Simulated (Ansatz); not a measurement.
A (001) slab of NbAs (I4_1md (No. 109)), 8 planes, outer planes Nb (top) and As (bottom), with 8 atoms (Nb4As4) in a surface cell of A = 11.829 Å², as cut from the bulk:

```
CELL_PARAMETERS angstrom
3.43931 0.00000 0.00000
0.00000 3.43931 0.00000
0.00000 0.00000 24.63950
ATOMIC_POSITIONS crystal
As 0.00000 0.00000 0.30439
Nb 0.50000 0.50000 0.34273
As 0.50000 0.00000 0.42202
Nb 0.00000 0.50000 0.46036
As 0.50000 0.50000 0.53964
Nb 0.00000 0.00000 0.57798
As 0.00000 0.50000 0.65727
Nb 0.50000 0.00000 0.69561
```

Level of theory: DFT PBEsol, scalar-relativistic, plane waves, PAW in Ansatz. Plane waves to 420 eV, a k mesh through Γ of 10×10×1 on the computed 8-atom cell and Gaussian smearing (0.10 eV); no spin polarisation. The cell repeats along c with a dipole correction in the vacuum.

Against the same 8 atoms in the bulk, the slab as cut lies 3.364 eV higher and the relaxed slab 3.289 eV higher.

(1) Work out the surface energy before and after relaxation.

(2) What is the ideal work of this cut, per area?

Answers

(1) The slab has two faces, so γ = (E_slab − N·E_bulk)/(2A), the mean of both. As cut: 3.364/(2 × 11.829) = 0.1422 eV/Å², and 1 eV/Å² = 16.02 J/m², so γ = 2.28 J/m². Relaxed: 3.289/(2 × 11.829) = 0.1390 eV/Å² = 2.23 J/m². Relaxation recovers 2 % of the cost of cutting.

(2) Griffith's ideal work is 2γ: 4.56 J/m² if the new faces stay rigid, 4.45 J/m² if they relax. Other cuts parallel to this plane can cost less. One thickness was run, 8 planes, so γ can still shift with it.